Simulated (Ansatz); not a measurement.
The system is C.

```xyz
2
Lattice="0.0000 1.7834 1.7834 1.7834 0.0000 1.7834 1.7834 1.7834 0.0000" Properties=species:S:1:pos:R:3 pbc="T T T"
C     2.6751    2.6751    2.6751
C     1.7834    1.7834    1.7834
```

This isn't the form of C at room conditions, which is graphite.

Base run:

| Property | Result |
| --- | --- |
| Program | Ansatz 0.2.0 |
| Functional | BLYP |
| Potentials or basis | all-electron LAPW, scalar-relativistic |
| Cutoff | 452 eV (chosen from the basis error) |
| Basis error allowed | 0.001 eV/atom |
| k mesh | 13 × 13 × 13 |
| Occupations | fermi-dirac, width 0.05 eV |
| Spin | no spin polarisation |

Its results: band gap on the k mesh 4.47 eV, indirect (least direct gap 5.74 eV); pressure 11.2 GPa.

Question: After a change of settings the same cell gave: band gap on the k mesh 4.11 eV, indirect (least direct gap 5.55 eV); pressure -13.0 GPa. Which change was it?
A. functional from BLYP to PBEsol
B. functional from BLYP to PBE; occupations from fermi-dirac, width 0.05 eV to gaussian, width 0.022 eV
C. functional from BLYP to LDA

Answer: C.

LDA binds more tightly than BLYP, so the same cell stands under less pressure.
